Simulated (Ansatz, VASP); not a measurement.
## One calculation of ZrC, two programs

Contents of INCAR:

```
ALGO = Fast
EDIFF = 1E-6
EDIFFG = -0.01
ENCUT = 600
GGA = PS
IBRION = 2
ISIF = 3
ISMEAR = -1
LASPH = True
LCHARG = False
LREAL = False
LWAVE = False
NELM = 60
NSW = 60
PREC = Accurate
PSTRESS = 0
SIGMA = 0.05
```

KPOINTS

```
k-points
0
Gamma
  10 10 10
```

Contents of POSCAR:

```
ZrC
1.0
    0.0000000000      2.3650000000      2.3650000000
    2.3650000000      0.0000000000      2.3650000000
    2.3650000000      2.3650000000      0.0000000000
Zr C
1 1
Direct
    0.5000000000      0.5000000000      0.5000000000
    0.0000000000      0.0000000000      0.0000000000
```

Contents of input.yaml:

```yaml
crystal:
  lattice:
    - [0.0, 2.365, 2.365]
    - [2.365, 0.0, 2.365]
    - [2.365, 2.365, 0.0]
  atoms:
    - { symbol: Zr, position: [0.5, 0.5, 0.5] }
    - { symbol: C, position: [0.0, 0.0, 0.0] }
hamiltonian:
  xc: pbesol
  pseudopotentials: { kind: paw }
kpoints:
  mp_grid: { grid: [10, 10, 10] }
scf:
  occupations: { method: fermi_dirac, width: 0.05 }
output:
  forces: true
  stress: true
  eigenvalues: true
relax:
  f_tol: 0.01
  max_steps: 40
  cell: { stress_tol: 0.05 }
```

Alike in both runs: task relaxation of cell and atoms; functional PBEsol; k mesh 10 × 10 × 10; occupations fermi-dirac, width 0.05 eV; no spin polarisation.

```csv
,VASP,Ansatz
version,VASP 6.6.1,Ansatz 0.2.0
potentials or method,"VASP PAW PBE potentials, release 64 (Zr_sv, C)",Ansatz PAW
plane-wave cutoff (eV),600,420
valence electrons in the cell,16,16
```

Ansatz gave:

* gap on the k mesh at the Fermi level, each at its own relaxed structure (eV): none
* relaxed volume (Å³/atom): 12.72
* relaxed cell length with the largest relative difference (Å): 3.302
* energy change over the relaxation (meV/atom): -14

**Question.** Which values does VASP return?

**Answer.** gap on the k mesh at the Fermi level, each at its own relaxed structure (eV): none; relaxed volume (Å³/atom): 12.74; relaxed cell length with the largest relative difference (Å): 3.303; energy change over the relaxation (meV/atom): -13.

A gap of «none» marks a metal or a gap that the smearing closes.

Caveats: the PAW data sets were made with another functional, which shifts forces and pressure a little (VASP); the plane-wave basis is chosen anew once the cell has moved, so the energies of steps on either side of that aren't comparable (Ansatz); the PAW data sets come from PBE, with cores solved anew for the run's functional, which leaves a small shift of forces and pressure (Ansatz).
